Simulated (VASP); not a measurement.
Here is a VASP 6.6.1 calculation.

POSCAR

```
MgO2
1.0
   -2.1901458412      2.1901458412      2.6897734073
    2.1901458412     -2.1901458412      2.6897734073
    2.1901458412      2.1901458412     -2.6897734073
Mg O
2 4
Direct
    0.2500000000      0.2500000000      0.0000000000
    0.7500000000      0.7500000000      0.0000000000
    0.1197934384      0.6197934384      0.7395868769
    0.6197934384      0.8802065616      0.5000000000
    0.8802065616      0.3802065616      0.2604131231
    0.3802065616      0.1197934384      0.5000000000
```

Contents of INCAR.step1:

```
SYSTEM = MgO2
ALGO     = Normal         ! electronic algorithm
EDIFF    = 1E-4           ! SCF threshold, eV
ENCUT    = 520            ! plane-wave cutoff, eV
GGA      = PE             ! functional
ISMEAR   = 0              ! smearing method
LASPH    = .TRUE.         ! aspherical terms in the spheres
LCHARG   = .FALSE.        ! write CHGCAR
LREAL    = .FALSE.        ! projectors in reciprocal space
LWAVE    = .TRUE.         ! write WAVECAR
NBANDS   = 23             ! bands
NELM     = 100            ! most SCF steps
PREC     = Accurate       ! precision mode
SIGMA    = 0.02           ! smearing width, eV
```

The input INCAR.step2:

```
SYSTEM = MgO2
ALGO     = Normal         ! electronic algorithm
EDIFF    = 1E-7           ! SCF threshold, eV
ENCUT    = 520            ! plane-wave cutoff, eV
ISIF     = 2              ! what is computed and relaxed
ISMEAR   = 0              ! smearing method
ISTART   = 1            
LASPH    = .TRUE.         ! aspherical terms in the spheres
LCHARG   = .FALSE.        ! write CHGCAR
LMIXTAU  = .TRUE.       
LREAL    = .FALSE.        ! projectors in reciprocal space
LWAVE    = .FALSE.        ! write WAVECAR
METAGGA  = R2SCAN         ! meta-GGA
NBANDS   = 23             ! bands
NELM     = 100            ! most SCF steps
PREC     = Accurate       ! precision mode
SIGMA    = 0.02           ! smearing width, eV
```

KPOINTS

```
k-points
0
G
  8 8 8
  0 0 0
```

Potentials or basis: VASP PAW PBE potentials, release 64 (Mg, O).

Launch:

```sh
$ cat potpaw_PBE.64/Mg/POTCAR potpaw_PBE.64/O/POTCAR > POTCAR
$ cp INCAR.step1 INCAR
$ mpirun -np 1 vasp_std > vasp.out
$ cp INCAR.step2 INCAR
$ mpirun -np 1 vasp_std > vasp.out
```

(1) Estimate the band gap on the k mesh.

(2) Estimate the largest force.

(3) What does it give for the pressure?

Answers

(1) 3.53 eV, indirect (least direct gap 4.42 eV).

(2) 0.280 eV/Å.

(3) -0.5 GPa.

Caveat: the PAW data sets were made with another functional, which shifts forces and pressure a little.
